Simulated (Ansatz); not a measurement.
input.yaml

```yaml
crystal:
  lattice:
    - [3.1901688355, 0.0635365233, 0.0281149116]
    - [-1.5400601745, 2.7724872716, 0.0105108688]
    - [0.0913219288, 0.0921474377, 10.5610457014]
  atoms:
    - { symbol: Mg, position: [-0.0149928195, 0.0098465689, -0.0011483824] }
    - { symbol: Mg, position: [0.3425106377, 0.6919464361, 0.2458008936] }
    - { symbol: Mg, position: [0.0197842685, -0.0055393765, 0.511000244] }
    - { symbol: Mg, position: [0.6526979133, 0.3037463715, 0.7443472449] }
basis:
  ecutwfc: 420
kpoints:
  mp_grid: { grid: [14, 14, 4] }
hamiltonian:
  xc: pbe
scf:
  occupations: { method: gaussian, width: 0.1 }
output:
  forces: true
  stress: true
  eigenvalues: true
```

Run as
```bash
ansatz run input.yaml --threads 1 --pin off --max-ram 1331MiB --backend cpu --events-out ev --progress --plain --runs-dir out
```

These are results of DFT PBE, scalar-relativistic, plane waves, PAW (Ansatz 0.2.0), not measurements.

Abridged output (iterations and final results):

```
SCF iter   1: F=—  HF=-7695.131581 eV  |F-HF|=—  |Δ(HF+E_count)|=         —  Δρ=8.97e-4  dr2=1.30e-3  ethr=1.77e-3  ⟨swp⟩=5.7  Hψ=41428  notcnv=0
SCF iter   2: F=—  HF=-7695.131325 eV  |F-HF|=—  |Δ(HF+E_count)|=   2.56e-4  Δρ=6.21e-4  dr2=6.47e-4  ethr=3.25e-6  ⟨swp⟩=1.6  Hψ=14489  notcnv=0
SCF iter   3: F=—  HF=-7695.131318 eV  |F-HF|=—  |Δ(HF+E_count)|=   6.71e-6  Δρ=1.79e-4  dr2=3.05e-5  ethr=1.62e-6  ⟨swp⟩=1.5  Hψ=9805  notcnv=0
SCF iter   4: F=—  HF=-7695.131297 eV  |F-HF|=—  |Δ(HF+E_count)|=   2.16e-5  Δρ=6.96e-5  dr2=2.50e-6  ethr=7.62e-8  ⟨swp⟩=2.2  Hψ=16520  notcnv=0
SCF iter   5: F=—  HF=-7695.131297 eV  |F-HF|=—  |Δ(HF+E_count)|=   3.14e-8  Δρ=2.93e-5  dr2=3.09e-7  ethr=6.24e-9  ⟨swp⟩=2.0  Hψ=17424  notcnv=0
SCF iter   6: F=-7695.131296 eV  HF=-7695.131296 eV  |F-HF|=3.29e-8  |Δ(HF+E_count)|=   3.82e-7  Δρ=6.47e-6  dr2=2.43e-8  ethr=2.50e-10  ⟨swp⟩=4.7  Hψ=31525  notcnv=0
SCF 1 converged in 6 iterations: F = -7695.131296 eV  dr2 = 2.43e-8
SCF converged after 6 iterations
Free energy (F): -7695.131296 eV
Harris-Foulkes:  -7695.131296 eV  (|F-HF|=3.29e-8)
Internal energy: -7695.123559 eV  (E = F + TS)
E sigma→0 (E₀):  -7695.127428 eV
Entropy (-TS):   -0.007737 eV (-1.934 meV/atom)
Fermi energy:    5.419645 eV
--- Per-component energies (eV) ---
  E_band       = -1439.839868
  E_kinetic    = 298.705130
  E_local      = -6540.395950  (includes V_loc(G=0)·N_el)
  E_nonlocal   = 382.874531
  E_hartree    = 2339.351822
  E_xc         = -113.238809
  E_vxc        = -146.063809  (∫ρ·V_xc dr)
  E_paw        = -1170.364304  (= ΣΔE_a)
  E_vpaw       = -113.670776  (= ΣTr[D̂ρ^β])
  E_aug_tail   = -0.000012  (compensation charges beyond the density's cutoff)
  E_ewald      = -2892.055966
  E_smearing   = -0.007737  (= −TS)
--- Forces (eV/Å), atoms counted from 1 ---
  atom   1  Mg     0.04789249    -0.00651373    -0.07731661
  atom   2  Mg     0.00931278    -0.04885273     0.18536986
  atom   3  Mg    -0.02831374    -0.00138848    -0.41619348
  atom   4  Mg    -0.02889094     0.05675511     0.30813430
--- Stress (GPa, compression-positive) ---
        0.003769      -1.075516      -0.318882
       -1.075516      -1.137720      -0.271145
       -0.318882      -0.271145      -0.650029
  P = ⅓ Tr σ = -0.5947 GPa (-5.947 kbar)
--- Band table (eV; the first three rows and the last of 396) ---
  k-point 0: bands = ["-70.6471", "-70.6159", "-70.6059", "-70.5842", "-37.4066", "-37.3904", "-37.3862", "-37.3719", "-37.3664", "-37.3590", "-37.3549", "-37.3488", "-37.3449", "-37.3352", "-37.3274", "-37.3233", "-1.4039", "-0.1905", "0.1130", "3.7441", "4.0700", "10.1393", "10.2361", "15.8703"]
  k-point 1: bands = ["-70.6471", "-70.6159", "-70.6059", "-70.5842", "-37.4066", "-37.3904", "-37.3862", "-37.3725", "-37.3658", "-37.3590", "-37.3549", "-37.3488", "-37.3449", "-37.3353", "-37.3274", "-37.3233", "-1.3224", "-0.6391", "0.7259", "2.6838", "5.2781", "8.4171", "12.0754", "15.9092"]
  k-point 2: bands = ["-70.6471", "-70.6159", "-70.6059", "-70.5842", "-37.4065", "-37.3904", "-37.3862", "-37.3730", "-37.3652", "-37.3590", "-37.3549", "-37.3488", "-37.3449", "-37.3354", "-37.3274", "-37.3233", "-1.1369", "-0.9862", "1.5702", "1.6821", "6.7360", "6.8187", "14.0224", "14.0712"]
  k-point 395: bands = ["-70.6452", "-70.6139", "-70.6039", "-70.5823", "-37.4110", "-37.4024", "-37.3972", "-37.3792", "-37.3705", "-37.3689", "-37.3654", "-37.3623", "-37.3558", "-37.3448", "-37.3360", "-37.3336", "3.7105", "3.8449", "3.8571", "4.0098", "6.2313", "6.3851", "6.6621", "6.7916"]
```

The run converged.